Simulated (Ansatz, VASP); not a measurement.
Ag: VASP beside Ansatz

```
Ag
1.0
     2.86706    0.00000    0.00000
    -1.43353    2.48295    0.00000
     0.00000    0.00000    4.69071
Ag
2
Cartesian
  0.0000 1.6553 1.1727
  1.4335 0.8276 3.5180
```

This isn't the form of Ag at room conditions, which is fcc.

Alike in both runs: task single point; functional PBEsol; k mesh 12 × 12 × 8; occupations gaussian, width 0.15 eV; no spin polarisation.

|  | VASP | Ansatz |
| --- | --- | --- |
| version | VASP 6.6.1 | Ansatz 0.2.0 |
| potentials or method | VASP PAW PBE potentials, release 64 (Ag) | scalar-relativistic, plane waves, PAW |
| plane-wave cutoff (eV) | 520 | 420 |
| valence electrons in the cell | 22 | 38 |

Ansatz gave:

- gap on the k mesh at the Fermi level (eV): none
- pressure (GPa): 0.2
- largest component of the traceless stress (GPa): 0.39

Q: Which values does VASP return?

A: gap on the k mesh at the Fermi level (eV): none; pressure (GPa): -0.1; largest component of the traceless stress (GPa): 0.40.

A gap of «none» marks a metal or a gap that the smearing closes. With one functional, cell and mesh, what is left measures potentials, basis and numerics. The two sets of potentials don't hold the same shells in valence.

Caveats: the PAW data sets were made with another functional, which shifts forces and pressure a little (VASP).
